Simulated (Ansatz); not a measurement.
**AlN (rocksalt) under strain**

AlN in the rocksalt structure, relaxed with r2SCAN in Ansatz 0.2.0. The symmetry is Fm-3m (No. 225, cubic); a = 4.038 Å in the conventional setting, 8.23 Å³ an atom. Al is surrounded by 6 N at 2.02 Å; N is surrounded by 6 Al at 2.02 Å.

The axes x, y and z are those of this cell:
```
CELL_PARAMETERS angstrom
0.00000 2.01887 2.01887
2.01887 0.00000 2.01887
2.01887 2.01887 0.00000
ATOMIC_POSITIONS crystal
Al 0.00000 0.00000 0.00000
N 0.50000 0.50000 0.50000
```

Unstrained: The PBE gap is indirect, 4.669 eV (Γ to X), below the direct gap of 5.726 eV at Γ. With r2SCAN the valence top lies at Γ and the conduction bottom at X, 5.522 eV higher; the smallest vertical gap, at Γ, is 6.530 eV. With HSE06 the valence top lies at Γ and the conduction bottom at X, 6.083 eV higher; the smallest vertical gap, at Γ, is 7.266 eV. Meshes: PBE 10×10×10, r2SCAN 10×10×10, HSE06 8×8×8. Strains are changes of length per length, and xy shears are angles. After each strain the atoms were relaxed again with r2SCAN within the symmetry that the strain leaves, so tilts or polar shifts that break it weren't tested; points keep the names that they have in the unstrained zone. Note: simulated data, non-magnetic, for a generated structure that need not be the stable one.

Changes of the least gap in eV (an overlap counts as a negative gap):
```tsv
strain	volume change (%)	space group	PBE	r2SCAN	HSE06	energy rise, r2SCAN (meV/atom)
xy shear, engineering strain (angle) -2.29 %	0.0	Immm	-0.342	-0.386	-0.387	4.6
uniaxial -1.33 % along z	-1.3	I4/mmm	+0.017	+0.022	+0.019	2.2
uniaxial +2.54 % along x	+2.5	I4/mmm	-0.425	-0.440	-0.474	7.0
```

Xy shear, engineering strain (angle) -2.29 %. HSE06: the gap goes from 6.083 to 5.696 eV (-0.387 eV); with r2SCAN the top three valence levels at Γ, degenerate before, become 1+1+1 from the top over 327 meV. Stress change with r2SCAN, compression positive: xx +0.15, yy +0.15, zz -0.09, xy +7.76 GPa.

Uniaxial -1.33 % along z, other directions held. HSE06: the gap goes from 6.083 to 6.102 eV (+0.019 eV); with r2SCAN the top three valence levels at Γ, degenerate before, become 2+1 from the top over 101 meV. Stress change with r2SCAN, compression positive: xx +2.47, yy +2.47, zz +6.73 GPa.

Uniaxial +2.54 % along x, other directions held. HSE06: the gap goes from 6.083 to 5.609 eV (-0.474 eV); with r2SCAN the top three valence levels at Γ, degenerate before, become 1+2 from the top over 180 meV. Stress change with r2SCAN, compression positive: xx -10.18, yy -4.35, zz -4.35 GPa.

The meshes of the hybrids are coarse, so their gaps aren't converged to the digits shown.

The splittings at Γ are without spin-orbit coupling, which regroups them where it is of like size or larger.
